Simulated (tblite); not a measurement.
Isomers of C7H6O. All values are computed: GFN2-xTB (tblite) harmonic vibrations without scaling, gas phase. This tight-binding method is rough: wavenumbers can miss measured ones by several per cent, in bad cases by 10 to 20. One conformer each.

Electronic energies: GFN2-xTB at the same geometries; isomer energies are rough at this level and their order can be wrong.

```json
{"SMILES": "O=c1cccccc1", "electronic energy, lowest = 0 (kJ/mol)": "90.3"}
{"SMILES": "O=Cc1ccccc1", "electronic energy, lowest = 0 (kJ/mol)": "0.0"}
{"SMILES": "C=C1C=CC(=O)C=C1", "electronic energy, lowest = 0 (kJ/mol)": "81.5"}
{"SMILES": "C=C1C=C(C=O)C1=C", "electronic energy, lowest = 0 (kJ/mol)": "250.5"}
```

Q: How do GFN2-xTB zero-point energies change the relative energies?

A: 
| SMILES | ZPE (kJ/mol) | of it from modes above 1550 cm⁻¹ | electronic (kJ/mol) | with ZPE, lowest = 0 (kJ/mol) | lowest mode (cm⁻¹) | rings |
| --- | --- | --- | --- | --- | --- | --- |
| O=Cc1ccccc1 | 278.1 | 138.2 | 0.0 | 0.0 | 100 | 1 |
| C=C1C=CC(=O)C=C1 | 276.2 | 150.1 | 81.5 | 79.6 | 79 | 1 |
| O=c1cccccc1 | 278.7 | 138.8 | 90.3 | 90.9 | 37 | 1 |
| C=C1C=C(C=O)C1=C | 268.3 | 141.2 | 250.5 | 240.7 | 87 | 1 |

The zero-point energies span 10.4 kJ/mol, from `C=C1C=C(C=O)C1=C` to `O=c1cccccc1`. The order is unchanged.

Q: What do entropy and thermal enthalpy add at 298.15 K and 1 bar (rigid rotor, harmonic oscillator, one conformer each)?

A: 
```json
{"SMILES": "O=Cc1ccccc1", "point group": "Cs", "symmetry number": "1", "S (J/(mol K))": "339.1", "H − H(0) (kJ/mol)": "19.92", "ZPE + H − H(0) − TS (kJ/mol)": "196.9"}
{"SMILES": "C=C1C=CC(=O)C=C1", "point group": "C2v", "symmetry number": "2", "S (J/(mol K))": "334.1", "H − H(0) (kJ/mol)": "20.20", "ZPE + H − H(0) − TS (kJ/mol)": "196.8"}
{"SMILES": "O=c1cccccc1", "point group": "C2v", "symmetry number": "2", "S (J/(mol K))": "339.5", "H − H(0) (kJ/mol)": "20.07", "ZPE + H − H(0) − TS (kJ/mol)": "197.6"}
{"SMILES": "C=C1C=C(C=O)C1=C", "point group": "Cs", "symmetry number": "1", "S (J/(mol K))": "364.1", "H − H(0) (kJ/mol)": "23.20", "ZPE + H − H(0) − TS (kJ/mol)": "182.9"}
```
